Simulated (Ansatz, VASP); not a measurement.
**One calculation of Ta2C, two programs**

```
Ta C
1.0
     3.10590    0.00000    0.00000
    -1.55295    2.68979    0.00000
     0.00000    0.00000    4.94640
Ta C
2 1
Direct
  0.33333 0.66667 0.25201
  0.66667 0.33333 0.74799
  0.00000 0.00000 0.00000
```

Alike in both runs: task single point; functional r2SCAN; k mesh 6 × 6 × 4; occupations gaussian, width 0.1 eV; no spin polarisation.

|  | VASP | Ansatz |
| --- | --- | --- |
| version | VASP 6.6.1 | Ansatz 0.2.0 |
| potentials or method | VASP PAW PBE potentials, release 64 (Ta_pv, C) | scalar-relativistic, plane waves, PAW |
| plane-wave cutoff (eV) | 520 | 500 |
| valence electrons in the cell | 26 | 30 |

Ansatz gave:

```
gap on the k mesh at the Fermi level (eV)       : none
pressure (GPa)                                  : 0.9
largest component of the traceless stress (GPa) : 0.24
rms of the force components (eV/Å)              : 0.214
```

Q: What did VASP give for the same quantities?

A: gap on the k mesh at the Fermi level (eV): none; pressure (GPa): 1.8; largest component of the traceless stress (GPa): 0.27; rms of the force components (eV/Å): 0.235.

Atom by atom the forces differ by 0.021 eV/Å (rms over components). A gap of «none» marks a metal or a gap that the smearing closes. With one functional, cell and mesh, what is left measures potentials, basis and numerics. The two sets of potentials don't hold the same shells in valence.

Caveats: the k mesh is coarse (spacing up to 0.39 Å⁻¹), so the values aren't converged; the PAW data sets were made with another functional, which shifts forces and pressure a little (VASP). The runs have no spin-orbit coupling, so splittings on Ta are missing.
